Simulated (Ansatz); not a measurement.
Input and steps of a relaxation of cell and atoms on CdSe, 4H polytype (Ansatz, PBE). The starting cell was estimated from covalent radii.

```yaml
crystal:
  lattice:
    - [4.1847082766, 0.0, 0.0]
    - [-2.0923541383, 3.6240636749, 0.0]
    - [0.0, 0.0, 13.6672572313]
  atoms:
    - { symbol: Cd, position: [0.0, 0.0, 0.0] }
    - { symbol: Cd, position: [0.3333333333, 0.6666666667, 0.25] }
    - { symbol: Cd, position: [0.0, 0.0, 0.5] }
    - { symbol: Cd, position: [0.6666666667, 0.3333333333, 0.75] }
    - { symbol: Se, position: [0.0, 0.0, 0.1875] }
    - { symbol: Se, position: [0.3333333333, 0.6666666667, 0.4375] }
    - { symbol: Se, position: [0.0, 0.0, 0.6875] }
    - { symbol: Se, position: [0.6666666667, 0.3333333333, 0.9375] }
kpoints:
  mp_grid: { grid: [6, 6, 2] }
hamiltonian:
  xc: pbe
scf:
  occupations: { method: fermi_dirac, width: 0.02 }
relax:
  f_tol: 0.005
  cell: {}
```

The trajectory has 6 recorded frames, each with positions in Å and forces in eV/Å. The last, and any step after a large change of cell, is solved on a basis re-selected at its cell; pressure is positive in compression.

Step 1: energy 0.0 meV/atom from step 1, largest force component 0.024 eV/Å, pressure +8.51 GPa
```xyz
8
Lattice="4.1847 0.0000 0.0000 -2.0924 3.6241 0.0000 0.0000 0.0000 13.6673" Properties=species:S:1:pos:R:3:forces:R:3 pbc="T T T"
Cd    0.0000    0.0000    0.0000    0.0000    0.0000   -0.0008
Cd    0.0000    2.4160    3.4168    0.0000    0.0000   -0.0079
Cd    0.0000    0.0000    6.8336    0.0000    0.0000   -0.0008
Cd    2.0924    1.2080   10.2504    0.0000    0.0000   -0.0079
Se    0.0000    0.0000    2.5626    0.0000    0.0000   -0.0155
Se    0.0000    2.4160    5.9794    0.0000    0.0000    0.0243
Se    0.0000    0.0000    9.3962    0.0000    0.0000   -0.0155
Se    2.0924    1.2080   12.8131    0.0000    0.0000    0.0243
```

Step 2: energy -88.9 meV/atom from step 1, largest force component 0.013 eV/Å, pressure -0.14 GPa
```xyz
8
Lattice="4.3861 0.0000 0.0000 -2.1930 3.7984 0.0000 0.0000 0.0000 14.3338" Properties=species:S:1:pos:R:3:forces:R:3 pbc="T T T"
Cd    0.0000    0.0000    0.0000    0.0000    0.0000   -0.0123
Cd    0.0000    2.5323    3.5837    0.0000    0.0000    0.0008
Cd    0.0000    0.0000    7.1669    0.0000    0.0000   -0.0123
Cd    2.1930    1.2661   10.7506    0.0000    0.0000    0.0008
Se    0.0000    0.0000    2.6849    0.0000    0.0000    0.0133
Se    0.0000    2.5323    6.2735    0.0000    0.0000   -0.0018
Se    0.0000    0.0000    9.8518    0.0000    0.0000    0.0133
Se    2.1930    1.2661   13.4404    0.0000    0.0000   -0.0018
```

Question: Estimate where the relaxation ends.

Answer:
Step 3: energy -88.9 meV/atom from step 1, largest force component 0.004 eV/Å, pressure -0.03 GPa
```xyz
8
Lattice="4.3842 0.0000 0.0000 -2.1921 3.7969 0.0000 0.0000 0.0000 14.3105" Properties=species:S:1:pos:R:3:forces:R:3 pbc="T T T"
Cd    0.0000    0.0000   -0.0018    0.0000    0.0000   -0.0041
Cd    0.0000    2.5312    3.5771    0.0000    0.0000   -0.0003
Cd    0.0000    0.0000    7.1534    0.0000    0.0000   -0.0041
Cd    2.1921    1.2656   10.7323    0.0000    0.0000   -0.0003
Se    0.0000    0.0000    2.6825    0.0000    0.0000    0.0030
Se    0.0000    2.5312    6.2639    0.0000    0.0000    0.0014
Se    0.0000    0.0000    9.8378    0.0000    0.0000    0.0030
Se    2.1921    1.2656   13.4191    0.0000    0.0000    0.0014
```

Step 4: energy -89.5 meV/atom from step 1, largest force component 0.004 eV/Å, pressure -0.05 GPa
```xyz
8
Lattice="4.3842 0.0000 0.0000 -2.1921 3.7969 0.0000 0.0000 0.0000 14.3105" Properties=species:S:1:pos:R:3:forces:R:3 pbc="T T T"
Cd    0.0000    0.0000   -0.0018    0.0000    0.0000   -0.0041
Cd    0.0000    2.5312    3.5771    0.0000    0.0000   -0.0003
Cd    0.0000    0.0000    7.1534    0.0000    0.0000   -0.0041
Cd    2.1921    1.2656   10.7323    0.0000    0.0000   -0.0003
Se    0.0000    0.0000    2.6825    0.0000    0.0000    0.0030
Se    0.0000    2.5312    6.2639    0.0000    0.0000    0.0015
Se    0.0000    0.0000    9.8378    0.0000    0.0000    0.0030
Se    2.1921    1.2656   13.4191    0.0000    0.0000    0.0015
```

Step 5: energy -89.5 meV/atom from step 1, largest force component 0.001 eV/Å, pressure 0.00 GPa
```xyz
8
Lattice="4.3827 0.0000 0.0000 -2.1913 3.7955 0.0000 0.0000 0.0000 14.3053" Properties=species:S:1:pos:R:3:forces:R:3 pbc="T T T"
Cd    0.0000    0.0000   -0.0023    0.0000    0.0000   -0.0004
Cd    0.0000    2.5304    3.5759    0.0000    0.0000   -0.0009
Cd    0.0000    0.0000    7.1503    0.0000    0.0000   -0.0004
Cd    2.1913    1.2652   10.7286    0.0000    0.0000   -0.0009
Se    0.0000    0.0000    2.6818    0.0000    0.0000    0.0009
Se    0.0000    2.5304    6.2618    0.0000    0.0000    0.0004
Se    0.0000    0.0000    9.8344    0.0000    0.0000    0.0009
Se    2.1913    1.2652   13.4145    0.0000    0.0000    0.0004
```

Step 6: energy -89.5 meV/atom from step 1, largest force component 0.001 eV/Å, pressure 0.00 GPa
```xyz
8
Lattice="4.3827 0.0000 0.0000 -2.1913 3.7955 0.0000 0.0000 0.0000 14.3053" Properties=species:S:1:pos:R:3:forces:R:3 pbc="T T T"
Cd    0.0000    0.0000   -0.0023    0.0000    0.0000   -0.0004
Cd    0.0000    2.5304    3.5759    0.0000    0.0000   -0.0009
Cd    0.0000    0.0000    7.1503    0.0000    0.0000   -0.0004
Cd    2.1913    1.2652   10.7286    0.0000    0.0000   -0.0009
Se    0.0000    0.0000    2.6818    0.0000    0.0000    0.0009
Se    0.0000    2.5304    6.2618    0.0000    0.0000    0.0004
Se    0.0000    0.0000    9.8344    0.0000    0.0000    0.0009
Se    2.1913    1.2652   13.4145    0.0000    0.0000    0.0004
```

In 4 steps the volume changed by +14.8 %; between the first SCF and the last, each on a basis chosen for its cell, the energy fell by 89.5 meV an atom. Final cell: it is hexagonal, P6_3mc (No. 186); a = 4.383 Å, c = 14.305 Å in the conventional setting, 29.75 Å³ an atom. Cd has 4 Se at 2.68 Å; Cd has 4 Se at 2.68–2.69 Å; Se has 4 Cd at 2.68 Å; Se has 4 Cd at 2.68–2.69 Å.

Command: `ansatz run input.yaml --threads 4 --pin off --max-ram 7372MiB --backend cpu --events-out ev --progress --plain --runs-dir out`.

Question: It ran on 4 threads of Intel(R) Xeon(R) Processor @ 2.70GHz, with other jobs on the host, load about 0.8 per core. About how long did it take, and what peak of host memory did it reach?

Answer: About 36 s, with a peak of 0.85 GiB.

All values are calculated for a non-magnetic cell, which may be hypothetical.
